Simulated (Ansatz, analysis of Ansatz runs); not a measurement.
# CaSeO3 (P2_1/c), nudged elastic band: V_Ca hop (3.8 Å) (q = −2), part 2 of 4

How high is the barrier when Ca changes place in CaSeO3 (P2_1/c)? The case: V_Ca hop (3.8 Å), charge −2, in a cell of 40 host atoms with 1 Ca taken out.

Ansatz 0.2.0; plane-wave PAW DFT, r2SCAN; nudged elastic band between two relaxed defect structures at fixed charge in a uniform background.

So far: Set-up; Relaxation of the start point, charge −2.

**3. Relaxation of the end point, charge −2**

Level of this step: plane-wave PAW DFT, r2SCAN; relaxation of all atoms of a defect supercell at fixed charge in a uniform background (Ansatz).

The end point is relaxed in the same cell and settings, so that the two energies compare.

Contents of qm2.end/input.yaml:

```yaml
crystal:
  lattice:
    - [6.39837574, 6.79528022, -0.01026838]
    - [-6.39837574, 6.79528022, 0.01026838]
    - [-4.94075515, 0.0, 6.5249436]
  atoms:
    - { symbol: Ca, position: [0.3608041, 0.5109221, 0.12442367] }
    - { symbol: Ca, position: [0.8608041, 0.0109221, 0.12442367] }
    - { symbol: Ca, position: [0.639504, 0.488815, 0.875989] }
[... 6 atom lines left out ...]
    - { symbol: Se, position: [0.40377641, 0.75864813, 0.40235794] }
[... 1 atom line left out ...]
    - { symbol: Se, position: [0.09622359, 0.74135187, 0.59764206] }
    - { symbol: Se, position: [0.59622359, 0.24135187, 0.59764206] }
[... 1 atom line left out ...]
    - { symbol: Se, position: [0.50864813, 0.15377641, 0.09764206] }
[... 3 atom lines left out ...]
    - { symbol: O, position: [0.65659436, 0.2595043, 0.81289658] }
    - { symbol: O, position: [0.38566368, 0.29972367, 0.48099385] }
[... 7 atom lines left out ...]
    - { symbol: O, position: [0.38056157, 0.59147478, 0.56924733] }
[... 1 atom line left out ...]
    - { symbol: O, position: [0.45027633, 0.36433632, 0.98099385] }
[... 1 atom line left out ...]
    - { symbol: O, position: [0.34147478, 0.13056157, 0.93075267] }
[... 2 atom lines left out ...]
    - { symbol: O, position: [0.61433632, 0.70027633, 0.51900615] }
[... 1 atom line left out ...]
    - { symbol: O, position: [0.54972367, 0.63566368, 0.01900615] }
[... 1 atom line left out ...]
    - { symbol: O, position: [0.65852522, 0.86943843, 0.06924733] }
total_charge: -2
basis:
  ecutwfc: 500
  xc_grid: 2
hamiltonian:
  xc: r2scan
kpoints:
  mp_grid: { grid: [1, 1, 1] }
scf:
  occupations: { method: fixed }
  max_iter: 80
output:
  forces: true
relax:
  f_tol: 0.02
  max_steps: 70
  random_displacement: { amplitude: 0.03, seed: 6799 }
```

The run is started by

```console
$ ansatz run input.yaml --threads 4 --pin off --max-ram 7536MiB --backend cpu --events-out ev --progress --plain --runs-dir out
```

Numbers of over 12 decimals in the logs are rounded to 6 here.

Log:

```text
[...]
Crystal: 39 atoms, lattice volume = 566.703 Å³
Basis set: ecut = 500 eV, 14363 PW (Γ), exchange–correlation on 144×144×120 points (8 copies of the dense FFT grid, shifted against one another)
Bands: 211, of which v1, the nominal top of the filled ones, is band 172 counted from 1 (171 counted from 0)
Symmetry: 1 space group operations
k-points: 1
[...]
SCF iter   1: F=—  HF=-70219.006803 eV  |F-HF|=—  |Δ(HF+E_count)|=         —  Δρ=1.47e-2  dr2=1.37e0  dr2_τ=1.84e0  ethr=1.77e-3  ⟨swp⟩=5.0  Hψ=694  notcnv=0  defer=35
[...]
SCF iter   8: F=-70219.237395 eV  HF=-70219.237395 eV  |F-HF|=1.17e-7  |Δ(HF+E_count)|=   5.08e-6  Δρ=2.20e-5  dr2=2.74e-6  dr2_τ=3.38e-7  ethr=2.91e-9  ⟨swp⟩=4.0  Hψ=632  notcnv=0
SCF 1 converged in 8 iterations: F = -70219.237395 eV  dr2 = 2.74e-6
[...]
- { symbol: Se, position: [0.982582, 0.346489, 0.907605] }
    - { symbol: Se, position: [0.405303, 0.766038, 0.400295] }
    - { symbol: Se, position: [0.917915, 0.252224, 0.407698] }
    - { symbol: Se, position: [0.101022, 0.732437, 0.595655] }
    - { symbol: Se, position: [0.602075, 0.241021, 0.593205] }
    - { symbol: Se, position: [0.001398, 0.655535, 0.098764] }
    - { symbol: Se, position: [0.506390, 0.154557, 0.098180] }
    - { symbol: O, position: [-0.011334, 0.413539, 0.687968] }
    - { symbol: O, position: [0.512604, 0.908192, 0.690357] }
    - { symbol: O, position: [0.162699, 0.757559, 0.808057] }
    - { symbol: O, position: [0.660373, 0.262290, 0.807602] }
    - { symbol: O, position: [0.394907, 0.296389, 0.465028] }
    - { symbol: O, position: [0.889171, 0.801035, 0.480639] }
    - { symbol: O, position: [0.339034, 0.739441, 0.188435] }
    - { symbol: O, position: [0.840220, 0.232787, 0.190902] }
[...]
- { symbol: O, position: [0.044751, 0.134347, 0.020686] }
    - { symbol: O, position: [0.548270, 0.639274, 0.020896] }
    - { symbol: O, position: [0.154776, 0.367864, 0.073632] }
    - { symbol: O, position: [0.651551, 0.876596, 0.067846] }
[key lines of the parts left out:]
SCF converged after 7 iterations
Free energy (F): -70220.449117 eV
Fermi energy:    5.671633 eV
```

The job ended after 31 s (4 threads of Arm Neoverse V2, shared host; peak memory 0.9 GiB).

Step by step:

```csv
step,energy less that of the first step (eV),largest force component (eV/Å)
1,0.0000,2.8202
2,-0.9801,1.4512
3,-1.1201,0.4598
4,-1.1911,0.1801
5,-1.2074,0.0583
6,-1.2112,0.0263
7,-1.2117,0.0069
```

The atoms that moved most (Å, from the sites as typed, ahead of the random displacement, the mean shift of all atoms taken out):

```
atom      dx      dy      dz  length
 O27  -0.231  -0.020  -0.150   0.276
 O34   0.218  -0.145   0.026   0.264
 O32  -0.101  -0.091   0.169   0.217
 O30  -0.042   0.070   0.193   0.210
 O16  -0.181  -0.095   0.003   0.204
 O20   0.161   0.040  -0.108   0.198
 O28  -0.078   0.138   0.035   0.162
 O24   0.123  -0.041  -0.050   0.139
```

Neighbours of Ca3 at the end:

```csv
atom,distance (Å)
O28,2.305
O30,2.354
O19,2.393
O33,2.425
O37,2.470
O23,2.485
O35,2.824
Se10,3.261
Se9,3.319
```

Read from the output:

```
free energy                                                                                       : -70220.4491 eV
largest move from the ideal geometry of this structure, a common shift of the far atoms taken out : 0.2754 Å
```

The relaxation gained 1.212 eV and ended with a largest force component of 0.0069 eV/Å. The end lies within 1 meV of the start.

(Continued in part 3 of 4.)

[Logs are printed without paths, hosts, clocks, repeated set-up lines and the standing remarks that a program may print on its own settings, such as how far it seeks lower states.]

[Hosts, paths, dates, database ids (printed as entryN), source tags and the programs' standing remarks are cut or masked in the printed files.]
